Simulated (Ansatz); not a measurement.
# 1T-MnO2 monolayer in a perpendicular field, part 2 of 3

What dipole does a perpendicular field induce in the 1T-MnO2 monolayer, and does the gap follow? A positive field points along +c.

Ansatz 0.2.0; plane-wave DFT, PBE-D3(BJ), Ansatz PAW (set soft_1); PAW set soft_1.

So far. Step 2 (Relaxing the slab): The lattice constant a goes from 2.784 to 2.868 Å.

## 3. Atoms held, field 0

A sawtooth potential applies the field, turning back in the middle of the vacuum. With the dipole correction the typed value is the field outside the slab. The induced dipole is small, so the SCF threshold is tight.

The cell differs from the one that the last finished run ended in (c 35.241 → 19.917 Å).

Input file input.yaml:

```yaml
crystal:
  lattice:
    - [2.8680355074, 0.0, 0.0]
    - [-1.4340177537, 2.4837916083, 0.0]
    - [0.0, 0.0, 19.9173905066]
  atoms:
    - { symbol: O, position: [0.6666666667, 0.3333333333, 0.4518664228], spin: 0.05 }
    - { symbol: Mn, position: [0.0, 0.0, 0.5], spin: 2.51 }
    - { symbol: O, position: [0.3333333333, 0.6666666667, 0.5481335772], spin: 0.05 }
magnetization:
  spin_polarized: true
kpoints:
  mp_grid: { grid: [18, 18, 1] }
  band_path:
    path: [[0, 0, 0], [0.5, 0, 0], [0.33333333, 0.33333333, 0], [0, 0, 0]]
    npoints: 16
hamiltonian:
  xc: pbe
  dispersion: d3bj
  pseudopotentials: { kind: paw, azcp: { folder: soft_1 } }
scf:
  occupations: { method: fermi_dirac, width: 0.02585 }
  convergence: { dr2_threshold: 1.0e-10 }
efield:
  axis: 3
  dipole_correction: true
  ramp_position: 0.97
  ramp_width: 0.06
  amplitude: 0
output:
  dos: { projected: true, e_range: [-6, 5] }
  write_potential: true
  write_density: true
  volumetric_format: npy
  elf: true
```

On the command line:

```console
$ ansatz run input.yaml --threads 2 --pin off --max-ram 3072MiB --backend cpu --events-out ev --progress --plain --runs-dir out
```

Numbers of over 12 decimals in the logs are rounded to 6 here.

Log:

```text
[...]
Crystal: 3 atoms, lattice volume = 141.884 Å³
Basis set: ecut = 420 eV, 2779 PW (Γ)
Bands: 19, of which v1, the nominal top of the filled ones, is band 14 counted from 1 (13 counted from 0)
Symmetry: 6 space group operations
k-points: 37 of 324 (time reversal used)
[...]
Starting moments: Σ|m| = 2.61 μB on 3 of 3 sites
[...]
SCF iter   1: F=—  HF=-5029.015700 eV  |F-HF|=—  |Δ(HF+E_count)|=         —  Δρ=4.16e-2 (↑3.03e-2 ↓4.16e-2)  dr2=4.68e0  dr2_m=5.60e-1  M=3.000 μB ∫|m|=3.014 μB  β_m=1.00  ethr=3.10e-3  p=0.000 e·Å  D=1.39e-13 V/Å  ΔV_dip=-0.00 eV  dr2_dipole=1.20e-8  V_vac-E_F(+/−)=5.83/5.83 eV  ⟨swp⟩=7.9  Hψ=8091  notcnv=0
[...]
efield: sawtooth ramp at fractional position 0.9700 (set: `efield.ramp_position`, or a place that a band, a saddle search or an elastic batch's reference lends), width 0.0600; the density the first Hamiltonian is built on has a dipole p = 0.000 e·Å; the dipole correction subtracts the counter field D = 1.39e-13 V/Å, which shifts the + side's vacuum level by -0.00 eV against the − side's; the planar-averaged density in the ramp window peaks in size at 4.0e-7 e/Å³
[...]
SCF iter   2: F=—  HF=-5031.937890 eV  |F-HF|=—  |Δ(HF+E_count)|=    2.92e0  Δρ=1.17e-2 (↑1.17e-2 ↓9.27e-3)  dr2=3.22e-1  dr2_m=3.31e-2  M=3.000 μB ∫|m|=3.042 μB  β_m=1.00  ethr=3.10e-3  p=-0.000 e·Å  D=-5.25e-5 V/Å  ΔV_dip=0.00 eV  dr2_dipole=3.42e-8  V_vac-E_F(+/−)=6.97/6.97 eV  ⟨swp⟩=3.2  Hψ=3843  notcnv=0  defer=70  κ⁻¹=1.0e0(r=1)
density mixer auto → broyden: gapped, with few screened modes (density of states about μ 0.37 of a free-electron gas's, 12 screened modes)
SCF iter   3: F=—  HF=-5033.022960 eV  |F-HF|=—  |Δ(HF+E_count)|=    1.09e0  Δρ=6.15e-3 (↑6.15e-3 ↓6.08e-3)  dr2=1.17e-1  dr2_m=3.98e-4  M=3.000 μB ∫|m|=3.043 μB  β_m=1.00  ethr=1.19e-3  p=0.000 e·Å  D=4.38e-5 V/Å  ΔV_dip=-0.00 eV  dr2_dipole=9.05e-9  V_vac-E_F(+/−)=6.81/6.81 eV  ⟨swp⟩=2.7  Hψ=2647  notcnv=0  defer=70  κ⁻¹=2.7e-2(r=2)
[...]
SCF iter  17: F=-5033.969784 eV  HF=-5033.969784 eV  |F-HF|=3.64e-12  |Δ(HF+E_count)|=  1.27e-11  Δρ=2.76e-8 (↑2.16e-8 ↓2.76e-8)  dr2=2.99e-12  dr2_m=2.67e-14  M=3.000 μB ∫|m|=3.042 μB  ethr=1.00e-12  p=-0.000 e·Å  D=-2.20e-10 V/Å  ΔV_dip=0.00 eV  dr2_dipole=2.21e-18  V_vac-E_F(+/−)=7.14/7.14 eV  ⟨swp⟩=6.1  Hψ=5280  notcnv=0
SCF 1 converged in 17 iterations: F = -5033.969784 eV  dr2 = 2.99e-12
[...]
the search or the solves at the SCF's close seem to have found levels that the self-consistency loop had missed (the run counts 1). By its estimate they hold under 1e-12 electrons; where the run keeps them, the occupations were computed again with them
[...]
this state was not tested for a lower state beside it, because the mixer in use, unlike msr1, does not test its closes by its own steps (another_mixer; see scf.mixing.algorithm and scf.lower_state_search)
NSCF: frozen V_eff on 49 k-points
efield: sawtooth ramp at fractional position 0.9700 (kept from the solve that this one continues, or follows in the run), width 0.0600; the density the first Hamiltonian is built on has a dipole p = -0.000 e·Å; the dipole correction subtracts the counter field D = -2.20e-10 V/Å, which shifts the + side's vacuum level by +0.00 eV against the − side's; the planar-averaged density in the ramp window peaks in size at 5.8e-8 e/Å³
SCF converged after 17 iterations
Magnetization: 3.0000 μB (15.0000 up, 12.0000 down)
Absolute magnetization: 3.0432 μB (∫|ρ↑−ρ↓|, with the PAW one-centre terms)
[...]
Per-site moments (μB) at R_I (Å): [(0.045358, 0.789264), (2.508740, 0.789264), (0.045358, 0.789264)]
Free energy (F): -5033.969784 eV
[...]
Internal energy: -5033.969784 eV  (E = F + TS)
E sigma→0 (E₀):  -5033.969784 eV
Fermi energy:    -3.612810 eV
Dipole field:    D = -0.000000 V/Å  (p = -0.000000 e·Å, saw-weighted, corrected)
Work function:   Φ+ = 7.1355 eV   Φ− = 7.1355 eV
Levels:          The Fermi level and band energies are counted from a zero that moves with the ramp; work functions are not
[...]
--- Band table (eV; the first three rows and the last of 74) ---
  k-point 0 ↑: bands = [... 10 lower, -6.3567, -5.7861, -5.3803, -5.3803, -4.2332, -1.1109, -1.1109, 2.6022, ... 1 higher]
  k-point 1 ↑: bands = [... 10 lower, -6.4751, -5.7043, -5.4073, -5.2823, -4.2105, -1.2184, -1.1352, 2.7043, ... 1 higher]
  k-point 2 ↑: bands = [... 10 lower, -6.7266, -5.5702, -5.3935, -5.0952, -4.1832, -1.5009, -1.1982, 2.9944, ... 1 higher]
  k-point 36 ↓: bands = [... 10 lower, -6.7323, -6.6972, -2.7368, -1.9454, -1.9454, -0.4616, -0.4616, 9.6240, ... 1 higher]
```

Run time: 18 s. Hardware: 2 threads of Intel Xeon 6975P-C (Granite Rapids), shared host; peak memory 0.53 GiB; 34 s of CPU time.

Numbers from this step:

| Property | Result |
| --- | --- |
| site moments | 0.04536, 2.509, 0.04536 μB |
| gap on the k-mesh | 1.084 eV |
| dipole along the normal | -2.03e-9 e·Å |
| gap along the path | 1.084 eV |
| ionisation energy, upper face | 7.706 eV |
| electron affinity, upper face | 6.622 eV |
| gap, the smaller of path and mesh | 1.084 eV |

Running mean over a fixed 2.5 Å (it still follows the layers) of the planar mean; the ramp of the sawtooth is left out. The electron's electrostatic potential energy less the Fermi level by z:

z (Å), electron's electrostatic potential energy less the Fermi level (eV) and a bar from the least value:
```
     2.80        7.1 ##############################
     3.25        7.1 ##############################
     3.54        7.1 ##############################
     3.98        7.1 ##############################
     4.28        7.1 ##############################
     4.72        7.1 ##############################
     5.16        7.1 ##############################
     5.46        7.1 ##############################
     5.90        7.1 ##############################
     6.34        7.1 ##############################
     6.64        7.1 ##############################
     7.08        6.9 ##############################
     7.38        6.2 #############################
     7.82        4.1 #########################
     8.26        0.8 ####################
     8.56       -2.0 ###############
     9.00       -6.6 ########
     9.44      -10.2 ##
     9.74      -11.6 
    10.18      -11.6 
    10.48      -10.2 ##
    10.92       -6.6 ########
    11.36       -2.0 ###############
    11.66        0.8 ####################
    12.10        4.1 #########################
    12.54        6.2 #############################
    12.84        6.9 ##############################
    13.28        7.1 ##############################
    13.57        7.1 ##############################
    14.02        7.1 ##############################
    14.46        7.1 ##############################
    14.75        7.1 ##############################
    15.20        7.1 ##############################
    15.64        7.1 ##############################
    15.93        7.1 ##############################
    16.38        7.1 ##############################
    16.67        7.1 ##############################
    17.11        7.1 ##############################
```

The density of states has structure finer than the step of the table below, so its rows give means over 0.25 eV, whole bins alone (the curve runs from -6 to 2.49 eV). Peaks (eV: height): total -5.590: 4.67, -5.010: 4.47, -3.660: 4.67, -1.950: 6.44, 1.390: 8.18, 1.640: 8.36, 1.720: 8.96; up -5.720: 2.74, -4.370: 2.37, -1.950: 5.69, -1.620: 3.22, -1.040: 2.49, 1.750: 5.25, 2.240: 2.91; down -5.010: 3.39, -3.660: 3.61, -3.220: 3.62, 0.950: 4.44, 1.390: 7.52, 1.640: 6.47, 1.720: 4.65.

Density of states against energy, zero at the Fermi level of the run, which the smearing sets inside the gap; means over each step; values in states/eV a cell:

```
energy (eV)  total      up    down
      -5.75   3.20    1.94    1.25
      -5.50   3.31    1.38    1.92
      -5.25   2.48   0.808    1.67
      -5.00   3.38    1.18    2.20
      -4.75   2.19    1.06    1.13
      -4.50   3.24    1.44    1.80
      -4.25   2.40    1.79   0.607
      -4.00   1.73    1.65  0.0747
      -3.75   3.11    1.21    1.90
      -3.50   2.71   0.735    1.97
      -3.25   2.48   0.484    2.00
      -3.00   1.45   0.559   0.894
      -2.75   1.22   0.610   0.607
      -2.50   1.77    1.06   0.714
      -2.25   2.56    1.31    1.25
      -2.00   3.92    3.09   0.830
      -1.75   2.95    2.13   0.823
      -1.50   2.88    1.92   0.960
      -1.25   1.88    1.88       0
      -1.00   2.15    2.15       0
      -0.75  0.846   0.846       0
      -0.50  0.383   0.383       0
      -0.25      0       0       0
       0.00      0       0       0
       0.25      0       0       0
       0.50  0.122       0   0.122
       0.75  0.946       0   0.946
       1.00   2.95       0    2.95
       1.25   2.31  0.0197    2.29
       1.50   4.08    1.54    2.54
       1.75   5.07    2.65    2.42
       2.00   2.32    1.33   0.990
       2.25   1.90    1.88  0.0194
```

Projected DOS per atom over height of the atomic layer and energy from the Fermi level. Layers: O Mn O from below.

Ten even steps from '_' (0.00 states/eV) to '@' (3.54 states/eV), each cell a mean:
```
__..__
..==..
::@@::
__++__
__==__
______
______
______
__..__
..::..
::::::
::==::
::::::
..__..
::..::
::..::
::::::
::::::
::::::
--::--
::::::
::::::
```
Columns: height of the atomic layer (Å) from 9 to 10.9; rows upwards: energy from the Fermi level (eV) from -5.96 to 2.5.

Projected DOS per atom, spin up over height of the atomic layer and energy from the Fermi level. Layers: O Mn O from below.

Values in states/eV, 22 rows by 3 columns, each cell a mean:
```
0.34 0.60 0.34
0.40 0.81 0.40
0.51 1.16 0.51
0.00 0.01 0.00
0.00 0.00 0.00
0.00 0.00 0.00
0.00 0.00 0.00
0.03 0.07 0.03
0.29 0.57 0.29
0.49 1.02 0.49
0.56 0.89 0.56
0.57 1.61 0.57
0.29 0.67 0.29
0.27 0.18 0.27
0.15 0.21 0.15
0.21 0.31 0.21
0.42 0.60 0.42
0.54 0.73 0.54
0.38 0.46 0.38
0.40 0.27 0.40
0.34 0.46 0.34
0.50 0.77 0.50
```
Columns: height of the atomic layer (Å) from 9 to 10.9; rows upwards: energy from the Fermi level (eV) from -5.96 to 2.5.

Projected DOS per atom, spin down over height of the atomic layer and energy from the Fermi level. Layers: O Mn O from below.

Ten even steps from '_' (0.00 states/eV) to '@' (2.37 states/eV), each cell a mean:
```
______
__::__
__@@__
__%%__
__**__
______
______
______
______
______
..__..
..__..
::__::
..__..
::__::
--..--
..__..
..__..
::..::
--::--
::::::
......
```
Columns: height of the atomic layer (Å) from 9 to 10.9; rows upwards: energy from the Fermi level (eV) from -5.96 to 2.5.

Deep bands are left out, so band numbers here count from the lowest band kept and differ from the log's. The electronic bands at the labelled points (eV, zero at the Fermi level of the run, which the smearing sets inside the gap; # counts the bands kept):

```csv
point,up #7,up #8,up #9,up #10,down #6,down #7,down #8,down #9
Γ,-1.77,-1.77,-0.62,2.50,-1.71,0.51,0.51,2.12
halfway,-1.42,-1.30,-0.79,1.39,-1.50,0.92,1.33,1.92
M,-2.21,-2.15,-1.41,1.77,-2.28,0.78,1.27,1.57
halfway,-2.28,-1.67,-1.09,1.76,-2.45,0.92,1.39,1.65
K,-2.52,-1.16,-1.16,1.71,-3.08,0.88,1.67,1.67
halfway,-1.78,-0.99,-0.91,1.55,-1.52,1.17,1.41,1.77
Γ,-1.77,-1.77,-0.62,2.50,-1.71,0.51,0.51,2.12
```

Spin density in the ca plane at fractional y = 0.000, with atoms of Mn within 0.2 Å of it.

Ten even steps from '0' (0.0 e/Å³) to '9' (4.8 e/Å³), each cell a mean:
```
00000000000000000000002651000000000000000000
00000000000000000000000110000000000000000000
00000000000000000000000000000000000000000000
00000000000000000000000000000000000000000000
00000000000000000000000000000000000000000000
00000000000000000000000000000000000000000000
00000000000000000000001330000000000000000000
00000000000000000000003982000000000000000000
```
Columns run along c (16.0 Å, from fractional 0.07 to 0.88 of the cell), rows up along a (2.9 Å). Atoms in or near the plane, at fractional coordinates: Mn at (0.50, 0.00).

ELF in the ca plane at fractional y = 0.000, with atoms of Mn within 0.2 Å of it. It is the smooth field of the valence electrons, not physical close to the nuclei.

Ten even steps from '0' (0.00) to '9' (0.75), each cell a mean:
```
00000000000000000000126985210000000000000000
00000000000000000001222442221000000000000000
00000000000000000025663113664200000000000000
00000000000000000147885226886310000000000000
00000000000000000136874125885310000000000000
00000000000000000013442222443100000000000000
00000000000000000000114774110000000000000000
00000000000000000000137996200000000000000000
```
Columns run along c (16.0 Å, from fractional 0.07 to 0.88 of the cell), rows up along a (2.9 Å). Atoms in or near the plane, at fractional coordinates: Mn at (0.50, 0.00).

Valence density in the ca plane at fractional y = 0.000, with atoms of Mn within 0.2 Å of it. It is the smooth field of the valence electrons, not physical close to the nuclei.

Values in e/Å³, 5 rows by 16 columns, each cell a mean:
```
 0  0  0  0  0  0  0  0  9  2  0  0  0  0  0  0
 0  0  0  0  0  0  0  0  1  0  0  0  0  0  0  0
 0  0  0  0  0  0  0  0  0  1  0  0  0  0  0  0
 0  0  0  0  0  0  0  0  1  1  0  0  0  0  0  0
 0  0  0  0  0  0  0  0 14  3  0  0  0  0  0  0
```
Columns run along c (16.0 Å, from fractional 0.07 to 0.88 of the cell), rows up along a (2.9 Å). Atoms in or near the plane, at fractional coordinates: Mn at (0.50, 0.00).

The gap is 1.08 eV, with the valence edge 7.71 eV and the conduction edge 6.62 eV under the upper vacuum level.

## 4. Atoms held, field 0.1 V/Å

input.yaml: that of step 3 with these lines changed.

```diff
@@ -26,7 +26,6 @@
   dipole_correction: true
-  ramp_position: 0.97
-  ramp_width: 0.06
-  amplitude: 0
+  ramp_position: 0.9247
+  ramp_width: 0.1506
+  amplitude: 0.1
 output:
-  dos: { projected: true, e_range: [-6, 5] }
   write_potential: true
@@ -34,2 +33 @@
   volumetric_format: npy
-  elf: true
```

Log:

```text
[...]
Crystal: 3 atoms, lattice volume = 141.884 Å³
Basis set: ecut = 420 eV, 2779 PW (Γ)
Bands: 19, of which v1, the nominal top of the filled ones, is band 14 counted from 1 (13 counted from 0)
Symmetry: 6 space group operations
k-points: 37 of 324 (time reversal used)
[...]
Starting moments: Σ|m| = 2.61 μB on 3 of 3 sites
[...]
k-point 1 ↑: bands = [... 10 lower, -6.4753, -5.7046, -5.4075, -5.2826, -4.2107, -1.2186, -1.1354, 2.6376, ... 1 higher]
  k-point 2 ↑: bands = [... 10 lower, -6.7269, -5.5705, -5.3938, -5.0954, -4.1834, -1.5011, -1.1984, 2.9134, ... 1 higher]
  k-point 36 ↓: bands = [... 10 lower, -6.7227, -6.6974, -2.7370, -1.9473, -1.9439, -0.4630, -0.4607, 9.5998, ... 1 higher]
[key lines of the parts left out:]
SCF converged after 16 iterations
Magnetization: 3.0000 μB (15.0000 up, 12.0000 down)
Free energy (F): -5033.970382 eV
Fermi energy:    -3.613017 eV
Dipole field:    D = 0.015237 V/Å  (p = 0.011947 e·Å, saw-weighted, corrected)
```

Wall time 20 s (2 threads); peak memory 0.51 GiB.

The dipole is 0.0119 e·Å, and the gap 1.084 eV.

(Part 2 of 3 ends here.)

[Logs are printed without paths, hosts, clocks, repeated set-up lines and the standing remarks that a program may print on its own settings, such as how far it seeks lower states.]

[Hosts, paths, dates, database ids (printed as entryN), source tags and the programs' standing remarks are cut or masked in the printed files.]

[Maps of the electrostatic potential energy from Ansatz leave out the sawtooth potential of an applied field or a dipole correction, so their vacuum need not be flat; planar profiles and work functions include it.]
